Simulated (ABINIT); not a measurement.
Crystal: MgTe.

```xyz
2
Lattice="0.0000 3.2320 3.2320 3.2320 0.0000 3.2320 3.2320 3.2320 0.0000" Properties=species:S:1:pos:R:3 pbc="T T T"
Te    1.6160    1.6160    1.6160
Mg    0.0000    0.0000    0.0000
```

The cell comes from a database or a generator and needn't be the stable form of this composition.

Base run:

* Program: ABINIT 10.8.3 (patched build)
* Functional: BLYP
* Potentials or basis: JTH PAW PBE v2.0
* Cutoff: 626 eV
* k mesh: 7 × 7 × 7
* Occupations: fermi-dirac, width 0.05 eV
* Spin: no spin polarisation

Its results: band gap on the k mesh 2.50 eV, direct; pressure 2.1 GPa.

Task: After a change of settings the same cell gave: band gap on the k mesh 2.31 eV, direct; pressure -0.3 GPa. Which change was it?
A. functional from BLYP to PW91
B. functional from BLYP to revPBE
C. functional from BLYP to LDA
D. functional from BLYP to PBEsol

Result: D.

PBEsol binds more tightly than BLYP, so the same cell stands under less pressure.

Caveats: the PAW data sets were made with another functional, which shifts forces and pressure a little; spin-orbit coupling is left out, which moves the levels of the heavy elements.

Runs at the PBE level aren't shown here.
